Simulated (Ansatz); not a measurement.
A (001) slab of relaxed bulk Li (Im-3m, 20.21 Å³/atom, gap on the mesh 0.00 eV), 4 planes in a 6×1 cell with the lowest 2 held; added atoms sit on lattice sites of the next plane. A dipole correction is on. The surface energy is the mean of the held and the free face; step energies are per length and the mean of the stripe's two steps, which run along the shortest translation of the plane; step and island energies count from the flat slab and bulk atoms.

Level of theory: Ansatz 0.2.0, DFT PBE, scalar-relativistic, plane waves, PAW.

Cutoff 420 eV; k points 2×10×1 on the computed 27-atom cell (Γ-centred); Gaussian smearing, width 0.10 eV; no spin polarisation.

Start (stripe of 3 atoms):

```
Li
1.0
    20.58969    0.00000    0.00000
     0.00000    3.43162    0.00000
     0.00000    0.00000   18.86323
Li
27
Direct
  0.00000 0.00000 0.07952
  0.08333 0.50000 0.17048
  0.16667 0.00000 0.07952
  0.25000 0.50000 0.17048
  0.33333 0.00000 0.07952
  0.41667 0.50000 0.17048
  0.50000 0.00000 0.07952
  0.58333 0.50000 0.17048
  0.66667 0.00000 0.07952
  0.75000 0.50000 0.17048
  0.83333 0.00000 0.07952
  0.91667 0.50000 0.17048
  0.00000 0.00000 0.26144
  0.08333 0.50000 0.35240
  0.16667 0.00000 0.26144
  0.25000 0.50000 0.35240
  0.33333 0.00000 0.26144
  0.41667 0.50000 0.35240
  0.50000 0.00000 0.26144
  0.58333 0.50000 0.35240
  0.66667 0.00000 0.26144
  0.75000 0.50000 0.35240
  0.83333 0.00000 0.26144
  0.91667 0.50000 0.35240
  0.00000 0.00000 0.44336
  0.16667 0.00000 0.44336
  0.33333 0.00000 0.44336
```

Problem. Give the relaxed structure and its energy.

Solution. The free energy falls by 3 meV/atom.

```
step energy (meV/Å)  : 21
gap on the mesh (eV) : 0
```

Relaxed structure:
```
CELL_PARAMETERS angstrom
20.58969 0.00000 0.00000
0.00000 3.43162 0.00000
0.00000 0.00000 18.86323
ATOMIC_POSITIONS crystal
Li 0.00000 0.00000 0.07952
Li 0.08333 0.50000 0.17048
Li 0.16667 0.00000 0.07952
Li 0.25000 0.50000 0.17048
Li 0.33333 0.00000 0.07952
Li 0.41667 0.50000 0.17048
Li 0.50000 0.00000 0.07952
Li 0.58333 0.50000 0.17048
Li 0.66667 0.00000 0.07952
Li 0.75000 0.50000 0.17048
Li 0.83333 0.00000 0.07952
Li 0.91667 0.50000 0.17048
Li 0.99656 0.00000 0.26463
Li 0.08734 0.50000 0.34491
Li 0.16667 0.00000 0.25356
Li 0.24599 0.50000 0.34491
Li 0.33677 0.00000 0.26463
Li 0.42334 0.50000 0.35445
Li 0.50258 0.00000 0.25754
Li 0.58446 0.50000 0.35581
Li 0.66667 0.00000 0.25917
Li 0.74888 0.50000 0.35581
Li 0.83075 0.00000 0.25754
Li 0.91000 0.50000 0.35445
Li 0.01131 0.00000 0.43858
Li 0.16667 0.00000 0.44381
Li 0.32202 0.00000 0.43858
```

Small energy differences in metals hang on the k mesh (about 10 mJ/m² or 1 to 2 meV/atom on the mesh of the relaxation).

It took 59 s on 4 threads of Intel(R) Xeon(R) 6975P-C (Granite Rapids) (shared host), peak memory 2.4 GiB.